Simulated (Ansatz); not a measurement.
Trial inputs on PbO$_{2}$

The reference input for Ansatz (plane-wave DFT with PAW):

```yaml
crystal:
  lattice:
    - [0.0, 2.701992, 2.701992]
    - [2.701992, 0.0, 2.701992]
    - [2.701992, 2.701992, 0.0]
  atoms:
    - { symbol: Pb, position: [0.0, 0.0, 0.0] }
    - { symbol: O, position: [0.25, 0.25, 0.25] }
    - { symbol: O, position: [0.75, 0.75, 0.75] }
basis:
  ecutwfc: 420
kpoints:
  mp_grid: { grid: [6, 6, 6] }
hamiltonian:
  xc: pbe
scf:
  occupations: { method: gaussian, width: 0.1 }
output:
  forces: true
  stress: true
  eigenvalues: true
```

Command:

```bash
ansatz run input.yaml --threads 1 --pin off --max-ram 1331MiB --backend cpu --events-out ev --progress --plain --runs-dir out
```

The run converges in 6 SCF iterations on 16 irreducible k-points: pressure 0.03 GPa, no gap.

These settings were drawn at random to show what each does; none of the numbers is a converged property of the crystal. Each trial's input is given as a difference from the reference's; energies are extrapolated to zero smearing where there is one, and pressure is positive in compression.

Trial 1:

```diff
 scf:
-  occupations: { method: gaussian, width: 0.1 }
+  occupations: { method: gaussian, width: 0.012 }
 output:
+  populations: true
```

The run converges in 6 SCF iterations on 16 irreducible k-points: energy 0.17 meV per atom above the reference, pressure 0.03 GPa, no gap.

Trial 2 (volume scaled):

```diff
 crystal:
   lattice:
-    - [0.0, 2.701992, 2.701992]
-    - [2.701992, 0.0, 2.701992]
-    - [2.701992, 2.701992, 0.0]
+    - [0.0, 2.626974735, 2.626974735]
+    - [2.626974735, 0.0, 2.626974735]
+    - [2.626974735, 2.626974735, 0.0]
 hamiltonian:
-  xc: pbe
+  xc: lda
 scf:
-  occupations: { method: gaussian, width: 0.1 }
+  occupations: { method: fermi_dirac, width: 1.8 }
+  eigensolver: { kind: davidson }
+  max_iter: 300
```

The run converges in 7 SCF iterations on 16 irreducible k-points: pressure 36.45 GPa, no gap.

Trial 3:

```diff
-basis:
-  ecutwfc: 420
+basis: {}
+magnetization:
+  spin_polarized: true
```

The run converges in 12 SCF iterations on 16 irreducible k-points: the reference's energy to 0.01 meV per atom, pressure 0.03 GPa, no gap, cell moment 0.00 μB. It warns that no starting moments were given.

Trial 4:

```diff
 hamiltonian:
-  xc: pbe
+  xc: revpbe
 scf:
-  occupations: { method: gaussian, width: 0.1 }
+  occupations: { method: tetrahedron_uncorrected }
```

The run converges in 7 SCF iterations on 16 irreducible k-points: pressure 2.96 GPa, no gap. It warns that the printed bands weren't solved further after the SCF.

Trial 5 (origin moved):

```diff
 crystal:
   atoms:
-    - { symbol: Pb, position: [0.0, 0.0, 0.0] }
-    - { symbol: O, position: [0.25, 0.25, 0.25] }
-    - { symbol: O, position: [0.75, 0.75, 0.75] }
+    - { symbol: Pb, position: [0.465, 0.703, 0.475] }
+    - { symbol: O, position: [0.715, 0.953, 0.725] }
+    - { symbol: O, position: [1.215, 1.453, 1.225] }
 basis:
-  ecutwfc: 420
+  ecutwfc: "34 Ry"
+  ecutrho_ratio: 2
 kpoints:
-  mp_grid: { grid: [6, 6, 6] }
+  mp_grid: { kspacing: 1.2 }
 scf:
+  lower_state_search: "off"
+  max_iter: 30
+  convergence: { dr2_threshold: "1e-6 eV" }
```

The run converges in 6 SCF iterations on 3 irreducible k-points: energy 15.2 meV per atom above the reference, pressure 3.53 GPa, no gap. It warns that the density cutoff lies under the recommended one; that the SCF threshold is loose for the forces; that the SCF threshold is loose for the stress.

Trial 6 (volume scaled):

```diff
 crystal:
   lattice:
-    - [0.0, 2.701992, 2.701992]
-    - [2.701992, 0.0, 2.701992]
-    - [2.701992, 2.701992, 0.0]
+    - [0.0, 2.6636218074, 2.6636218074]
+    - [2.6636218074, 0.0, 2.6636218074]
+    - [2.6636218074, 2.6636218074, 0.0]
 kpoints:
-  mp_grid: { grid: [6, 6, 6] }
+  mp_grid: { kspacing: 0.44 }
 scf:
+  convergence: { dr2_threshold: "1e-3 eV" }
```

The run converges in 6 SCF iterations on 10 irreducible k-points: energy 9.52 meV per atom above the reference, pressure 6.46 GPa, no gap. It warns that the SCF threshold is loose for the forces; that the SCF threshold is loose for the stress.

Trial 7:

```diff
 basis:
+  ecutrho_ratio: 12
 kpoints:
-  mp_grid: { grid: [6, 6, 6] }
+  mp_grid: { grid: [6, 3, 1] }
 hamiltonian:
+  dispersion: rvv10
 scf:
-  occupations: { method: gaussian, width: 0.1 }
+  occupations: { method: methfessel_paxton, width: "0.02 Ry" }
+  max_iter: 91
```

The program refuses the input:

```text
Error: inconsistent input (hamiltonian.dispersion, hamiltonian.xc): `dispersion: rvv10` has no transferable b for PBE exchange — Sabatini et al. (2013) fitted b=6.3 to rPW86, and the PBE refits of Peng & Perdew (2017) are task-dependent (b=6.6 S22 / b=10.0 layered). Use `xc: {exchange: rpw86 …
```

Next try, with these keys changed back:

```diff
 hamiltonian:
-  dispersion: rvv10
```

The run converges in 6 SCF iterations on 10 irreducible k-points: energy 325 meV per atom above the reference, pressure 7.45 GPa, largest force 0.686 eV/Å, no gap. It warns that the mesh lowers the symmetry.

Trial 8:

```diff
 basis:
-  ecutwfc: 420
+  ecutwfc: "45 Ry"
 scf:
+  convergence: { dr2_threshold: "1e-4 eV" }
+magnetization:
+  spin_polarized: true
```

The run converges in 11 SCF iterations on 16 irreducible k-points: energy 4.30 meV per atom below the reference, pressure 0.00 GPa, no gap, cell moment 0.00 μB. It warns that the SCF threshold is loose for the forces; that no starting moments were given; that the state wasn't tested for a lower one; that the SCF threshold is loose for the stress.

Trial 9:

```diff
 hamiltonian:
+  hubbard: { sites: [{ species: O, l: p, u_eff: 8.4 }] }
```

The run converges in 7 SCF iterations on 16 irreducible k-points: pressure -12.12 GPa, no gap. It warns that the count of filled bands differs between k-points. Under a U the state reached may not be the lowest.

Trial 10 (one atom moved):

```diff
 crystal:
   atoms:
-    - { symbol: O, position: [0.25, 0.25, 0.25] }
+    - { symbol: O, position: [0.259252433, 0.259252433, 0.240747567] }
 basis:
-  ecutwfc: 420
+  ecutwfc: 400
 kpoints:
-  mp_grid: { grid: [6, 6, 6] }
+  mp_grid: { grid: [2, 2, 2] }
 hamiltonian:
-  xc: pbe
+  xc: r2scan
+  pseudopotentials: { kind: nc }
 scf:
-  occupations: { method: gaussian, width: 0.1 }
+  occupations: { method: methfessel_paxton }
+  convergence: { dr2_threshold: "1e-8 eV" }
```

The run converges in 10 SCF iterations on 5 irreducible k-points: pressure 7.23 GPa (unreliable at so low a cutoff), largest force 0.643 eV/Å (unreliable too), no gap. It warns that the cutoff lies under the recommended one, 1290 eV for these potentials; that the SCF threshold is loose for the stress.